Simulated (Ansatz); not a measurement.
# ZrN: the cost of one run

Method: DFT LDA, scalar-relativistic, plane waves, PAW, in Ansatz 0.2.0.

4 further runs of the same task are left out: 4 set aside as unsound or not needed.

## 1. Starting point

The structure is cubic, space group Fm-3m (No. 225). The conventional cell has a = 4.525 Å, b = 4.525 Å, c = 4.525 Å, α = 90.00°, β = 90.00°, γ = 90.00°. Zr (site symmetry m-3m) has 6 N at 2.26 Å as nearest neighbours. N (site symmetry m-3m) has 6 Zr at 2.26 Å as nearest neighbours.

As a file:

```cif
data_structure
_symmetry_space_group_name_H-M 'Fm-3m'
_symmetry_Int_Tables_number 225
_cell_length_a 4.5254
_cell_length_b 4.5254
_cell_length_c 4.5254
_cell_angle_alpha 90.000
_cell_angle_beta 90.000
_cell_angle_gamma 90.000
_cell_volume 92.68
loop_
_atom_site_label
_atom_site_type_symbol
_atom_site_symmetry_multiplicity
_atom_site_Wyckoff_symbol
_atom_site_fract_x
_atom_site_fract_y
_atom_site_fract_z
_atom_site_occupancy
Zr1 Zr 4 a 0.00000 0.00000 0.00000 1
N1 N 4 b 0.50000 0.00000 0.00000 1
```

It is the result of an earlier relaxation at this level (volume 11.58 Å³/atom; gap on the mesh: none (metal)).

## 2. Relaxing at 25 GPa

What is minimised here is the enthalpy; the energy can go up as the cell is squeezed.

Input file input.yaml:

```yaml
crystal:
  lattice:
    - [0.0, 2.2626914553, 2.2626914553]
    - [2.2626914553, 0.0, 2.2626914553]
    - [2.2626914553, 2.2626914553, 0.0]
  atoms:
    - { symbol: Zr, position: [0.0, 0.0, 0.0] }
    - { symbol: "N", position: [0.5, 0.5, 0.5] }
basis:
  ecutwfc: 420
kpoints:
  mp_grid: { grid: [16, 16, 16] }
hamiltonian:
  xc: lda
scf:
  occupations: { method: fermi_dirac, width: 0.15 }
output:
  forces: true
  stress: true
  eigenvalues: true
relax:
  adjacent_minimum: "off"
  f_tol: 0.001
  max_steps: 60
  cell: { stress_tol: 0.02, p_target: 25.0 }
```

Launch:

```sh
ansatz run input.yaml --threads 1 --pin off --max-ram 3072MiB --backend cpu --events-out ev --progress --plain --runs-dir out
```

**Question.** How long does this run take on 1 thread of Arm Neoverse V1, shared host, and how much memory does it need?

About 25 s, with a peak of 0.33 GiB.
